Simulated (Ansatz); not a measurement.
# CdS: how the settings move a single-point run

How sensitive is a single-point run of CdS to its settings? A reference run comes first, then six runs with altered input. The cell is built on a prototype (CsCl type) and needn't be the phase found in nature.

Computed with Ansatz 0.2.0 (reference: DFT, HSE06, plane waves, PAW, unless a step's input says otherwise).

3 further runs of the same task are left out: 3 that didn't finish.

## (1) The system as given

The structure is cubic, space group Pm-3m (No. 221). Conventional cell: a = 3.387 Å, b = 3.387 Å, c = 3.387 Å, α = 90.00°, β = 90.00°, γ = 90.00°. Around Cd (site symmetry m-3m) lie 8 S at 2.93 Å. Around S (site symmetry m-3m) lie 8 Cd at 2.93 Å.

Coordinates:

```cif
data_structure
_symmetry_space_group_name_H-M 'P 1'
_symmetry_Int_Tables_number 1
_cell_length_a 3.3869
_cell_length_b 3.3869
_cell_length_c 3.3869
_cell_angle_alpha 90.000
_cell_angle_beta 90.000
_cell_angle_gamma 90.000
_cell_volume 38.85
loop_
_atom_site_label
_atom_site_type_symbol
_atom_site_fract_x
_atom_site_fract_y
_atom_site_fract_z
_atom_site_occupancy
Cd1 Cd 0.00000 0.00000 0.00000 1
S1 S 0.50000 0.50000 0.50000 1
```

## (2) The reference run

The input, input.yaml:

```yaml
crystal:
  lattice:
    - [3.3869086123, 0.0, 0.0]
    - [0.0, 3.3869086123, 0.0]
    - [0.0, 0.0, 3.3869086123]
  atoms:
    - { symbol: Cd, position: [0.0, 0.0, 0.0] }
    - { symbol: S, position: [0.5, 0.5, 0.5] }
kpoints:
  mp_grid: { grid: [4, 4, 4] }
hamiltonian:
  xc: hse06
scf:
  occupations: { method: fermi_dirac, width: 0.02 }
  n_extra_bands: 4
output:
  forces: true
  stress: true
  eigenvalues: true
  write_density: true
  write_potential: true
  elf: true
  volumetric_format: npy
```

On the command line:

```sh
$ ansatz run input.yaml --threads 4 --pin off --max-ram 3686MiB --backend cpu --events-out ev --progress --plain --runs-dir out
```

## (3) Variant: exchange pbe, correlation pbe, coeff 0.3, omega 0.5

Changes to input.yaml since step 2:

```diff
@@ -11,3 +11,3 @@
 hamiltonian:
-  xc: hse06
+  xc: { exchange: pbe, correlation: pbe, exx: { coeff: 0.3, omega: 0.5 } }
 scf:
@@ -19,5 +19 @@
   eigenvalues: true
-  write_density: true
-  write_potential: true
-  elf: true
-  volumetric_format: npy
```

## (4) Variant: exchange pbe, correlation pbe, coeff 0.15, omega 0.3

Changes to input.yaml since step 2:

```diff
@@ -11,3 +11,3 @@
 hamiltonian:
-  xc: hse06
+  xc: { exchange: pbe, correlation: pbe, exx: { coeff: 0.15, omega: 0.3 } }
 scf:
@@ -19,5 +19 @@
   eigenvalues: true
-  write_density: true
-  write_potential: true
-  elf: true
-  volumetric_format: npy
```

## (5) Changing settings: exchange pbe, correlation pbe, coeff 0.5, omega 0.5

Changes to input.yaml since step 2:

```diff
@@ -11,3 +11,3 @@
 hamiltonian:
-  xc: hse06
+  xc: { exchange: pbe, correlation: pbe, exx: { coeff: 0.5, omega: 0.5 } }
 scf:
@@ -19,5 +19 @@
   eigenvalues: true
-  write_density: true
-  write_potential: true
-  elf: true
-  volumetric_format: npy
```

## (6) Changed: exchange pbe, correlation pbe, coeff 0.2, omega 0.3

Changes to input.yaml since step 2:

```diff
@@ -11,3 +11,3 @@
 hamiltonian:
-  xc: hse06
+  xc: { exchange: pbe, correlation: pbe, exx: { coeff: 0.2, omega: 0.3 } }
 scf:
@@ -19,5 +19 @@
   eigenvalues: true
-  write_density: true
-  write_potential: true
-  elf: true
-  volumetric_format: npy
```

## (7) Variant: ecutwfc 600

Changes to input.yaml since step 2:

```diff
@@ -19,5 +19,3 @@
   eigenvalues: true
-  write_density: true
-  write_potential: true
-  elf: true
-  volumetric_format: npy
+basis:
+  ecutwfc: 600
```

## (8) Changed: occupations.method gaussian, occupations.width 0.2

Changes to input.yaml since step 2:

```diff
@@ -13,3 +13,3 @@
 scf:
-  occupations: { method: fermi_dirac, width: 0.02 }
+  occupations: { method: gaussian, width: 0.2 }
   n_extra_bands: 4
@@ -19,5 +19 @@
   eigenvalues: true
-  write_density: true
-  write_potential: true
-  elf: true
-  volumetric_format: npy
```

**Question.** What will these runs give? Wanted: for each run, ending; energy change; pressure; gap; force.

The runs gave:

| run | ending | energy change | pressure (GPa) | gap (eV) | force (eV/Å) | cycles | time |
| --- | --- | --- | --- | --- | --- | --- | --- |
| reference | converged | 0 | 0.6 | 0.00 | 0.00 | 36 | 10 s |
| 1: exchange pbe, correlation pbe, coeff 0.3, omega 0.5 | converged | not comparable | 1.1 | 0.00 | 0.00 | 26 | 3.9 s |
| 2: exchange pbe, correlation pbe, coeff 0.15, omega 0.3 | converged | not comparable | 1.2 | 0.00 | 0.00 | 25 | 3.7 s |
| 3: exchange pbe, correlation pbe, coeff 0.5, omega 0.5 | converged | not comparable | 0.4 | 0.00 | 0.00 | 19 | 4.2 s |
| 4: exchange pbe, correlation pbe, coeff 0.2, omega 0.3 | converged | not comparable | 1.1 | 0.00 | 0.00 | 21 | 3.6 s |
| 5: ecutwfc 600 | converged | -4.4 meV/atom | 0.6 | 0.00 | 0.00 | 36 | 15 s |
| 6: occupations.method gaussian, occupations.width 0.2 | converged | -3.0 meV/atom (σ→0) | 0.5 | 0.00 | 0.00 | - | 3.6 s |

Times don't compare one to one where runs were asked for different outputs or read a saved state (see the inputs); cycles may leave out searches for a lower state.

Residual by cycle in the longest SCF loop of each run; runs are numbered as in the table. The quantity is the density residual dr2, in eV.

| cycle | reference | run 1 | run 2 | run 3 | run 4 | run 5 | run 6 |
| --- | --- | --- | --- | --- | --- | --- | --- |
| 1 | 0.0136 | 0.101 | 0.013 | 0.0151 | 0.0133 | 0.0136 | 0.00846 |
| 2 | 0.00477 | 0.0996 | 0.00541 | 0.00352 | 0.00509 | 0.00453 | 0.00161 |
| 3 | 7.8e-4 | 0.0342 | 8.8e-4 | 5.4e-4 | 8.3e-4 | 7.3e-4 | 6.8e-5 |
| 4 | 6.2e-5 | 0.0137 | 1.6e-4 | 2.5e-5 | 1.0e-4 | 4.1e-5 | 2.7e-6 |
| 5 | 1.9e-5 | 0.00606 | 2.8e-5 | 1.4e-5 | 2.6e-5 | 1.7e-5 | 1.7e-6 |
| 6 | 5.5e-8 | 0.00622 | 1.3e-6 | 8.5e-6 | 9.3e-7 | 6.8e-7 | 1.4e-7 |
| 7 | 5.2e-8 | 0.00463 | 8.1e-7 | 1.7e-6 | 2.2e-7 | 2.6e-8 | 7.1e-10 |
| 8 | 3.0e-8 | 0.00161 | 9.7e-10 | 6.5e-8 | 5.8e-8 | 2.5e-9 | 1.9e-10 |
| 9 | 2.5e-10 | 4.7e-4 | 1.2e-8 | 4.4e-10 | 6.1e-9 | 2.3e-9 | - |
| 10 | - | 3.2e-5 | 4.3e-11 | - | 1.4e-10 | 3.1e-10 | - |
| 11 | - | 8.3e-6 | - | - | - | - | - |

What this shows: Of the variants the dearest is «ecutwfc 600» (15 s), the cheapest «exchange pbe, correlation pbe, coeff 0.2, omega 0.3» (3.6 s), on a shared host.
